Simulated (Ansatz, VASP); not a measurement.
# One calculation of BN, two programs

INCAR

```
PREC     = Accurate       # precision mode
ENCUT    = 600            # plane-wave cutoff, eV
EDIFF    = 1E-6           # SCF threshold, eV
ISMEAR   = 0              # smearing method
SIGMA    = 0.01           # smearing width, eV
LREAL    = False          # projectors in reciprocal space
LASPH    = True           # aspherical terms in the spheres
NELM     = 100            # most SCF steps
ALGO     = Normal         # electronic algorithm
ISIF     = 3              # what is computed and relaxed
LWAVE    = False          # write WAVECAR
LCHARG   = False          # write CHGCAR
GGA      = PE             # functional
IBRION   = 2              # ionic algorithm
NSW      = 80             # ionic steps
EDIFFG   = -0.002         # ionic threshold
```

File KPOINTS:

```
regular mesh
0
Gamma
  12 12 8
```

File POSCAR:

```
BN
1.0
    2.5500000000      0.0000000000      0.0000000000
   -1.2750000000      2.2083647797      0.0000000000
    0.0000000000      0.0000000000      4.2100000000
B N
2 2
Direct
    0.3333333333      0.6666666667      0.0000000000
    0.6666666667      0.3333333333      0.5000000000
    0.3333333333      0.6666666667      0.3745000000
    0.6666666667      0.3333333333      0.8745000000
```

Input for Ansatz:

```yaml
crystal:
  lattice:
    - [2.55, 0.0, 0.0]
    - [-1.275, 2.2083647797, 0.0]
    - [0.0, 0.0, 4.21]
  atoms:
    - { symbol: B, position: [0.3333333333, 0.6666666667, 0.0] }
    - { symbol: B, position: [0.6666666667, 0.3333333333, 0.5] }
    - { symbol: "N", position: [0.3333333333, 0.6666666667, 0.3745] }
    - { symbol: "N", position: [0.6666666667, 0.3333333333, 0.8745] }
scf:
  occupations: { method: fixed }
output:
  forces: true
  stress: true
  eigenvalues: true
  write_density: true
  write_potential: true
  elf: true
  volumetric_format: npy
hamiltonian:
  xc: pbe
kpoints:
  mp_grid: { grid: [12, 12, 8] }
basis:
  ecutwfc: 600
relax:
  f_tol: 0.002
  max_steps: 60
  cell: { stress_tol: 0.01 }
```

Alike in both runs: task relaxation of cell and atoms; functional PBE; k mesh 12 × 12 × 8; no spin polarisation.

|  | VASP | Ansatz |
| --- | --- | --- |
| version | VASP 6.6.1 | Ansatz 0.2.0 |
| potentials or method | VASP PAW PBE potentials, release 64 (B, N) | scalar-relativistic, plane waves, PAW |
| plane-wave cutoff (eV) | 600 | 600 |
| occupations | gaussian, width 0.01 eV | fixed |
| valence electrons in the cell | 16 | 16 |

```csv
,VASP,Ansatz,Ansatz less VASP
"gap on the k mesh at the Fermi level, each at its own relaxed structure (eV)",5.21,5.23,+0.018
relaxed volume (Å³/atom),5.97,5.97,+0.001
relaxed cell length with the largest relative difference (Å),2.554,2.555,+0.0002
```

A k mesh can miss the band edges.
